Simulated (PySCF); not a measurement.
# NMR problem set

- GIAO PBE0/pcSseg-1 shieldings
- J: B3LYP/pcJ-1 (spin–dipole term left out of most H,H and C,H couplings)
- geometry from PBE0-D3(BJ)/def2-SVP
- program: PySCF
- relativity neglected, rapidly exchanging positions averaged, no solvent model, single conformer

Referencing at the same level of theory: 1H (σ = 31.27 ppm), 13C (σ = 184.41 ppm) against TMS. Multiplet labels drop J under 1 Hz and among equivalent protons, and merge close values. Unscaled 3J(H,H) run several per cent high. Shifts are as computed. Against solution values, carbons near 30 ppm lie about +2 ppm off and those near 130 ppm about +5 ppm. Of 1211 compounds with measured shifts, 218 miss one by over three times the rms of a fit or turn the order of signals round; such compounds aren't used in these exercises.

Question: C5H4O2. 1H NMR (400 MHz, computed): δ 9.97 (s, 1H), 8.17 (d, J = 1.5 Hz, 1H), 7.39 (dd, J = 2.4, 1.5 Hz, 1H), 6.81 (d, J = 2.4 Hz, 1H). 13C{1H} NMR (computed): δ 187.3 (CH), 150.8 (CH), 147.4 (CH), 131.6 (C), 116.1 (CH). Identify the compound.

Answer: SMILES O=Cc1ccoc1. Rings plus π bonds: 4 (1 ring in the answer). 5 carbon signals for 5 carbons: no two carbons are equivalent. Carbon types of the structure: 1 × C, 4 × CH, which accounts for all hydrogens. δC 187.3: aldehyde carbonyl carbon; low-lying n→π* states of the double bond to the heteroatom give a large paramagnetic term (-244 ppm). δC 150.8, 147.4: aromatic CH next to the ring oxygen. δC 116.1: aromatic CH. δH 9.97: hydrogen on an aldehyde carbonyl carbon; the formyl region, downfield of aromatic protons.

The data come from this structure; uniqueness wasn't tested.

Question: C7H10. 1H NMR (400 MHz, computed): δ 6.27 (m, 2H), 2.64 (m, 2H), 1.61 (m, 2H), 1.27 (d of quint, J = 8.8, 2.1 Hz, 1H), 0.95 (dt, J = 8.8, 1.7 Hz, 1H), 0.91 (m, 2H). 13C{1H} NMR (computed): δ 145.6 (CH), 51.8 (CH2), 44.6 (CH), 27.0 (CH2). Identify the compound.

Answer: SMILES C1=C[C@H]2CC[C@@H]1C2. The formula gives 3 degrees of unsaturation (2 rings in the answer). 4 carbon signals for 7 carbons: some carbons are equivalent by symmetry or fast rotation. Carbon types of the structure: 4 × CH, 3 × CH2, which accounts for all hydrogens. δC 145.6: alkene CH; as expected for a trigonal carbon in a double bond. δC 44.6: allylic sp3 CH; aliphatic region, no heteroatom directly attached. δH 6.27: hydrogen on an alkene CH; olefinic region. δH 2.64: hydrogen on an allylic sp3 CH; allylic position. The protons at 1.27 and 0.95 share a coupling of 8.8 Hz (geminal).

This is the structure that produced the data.
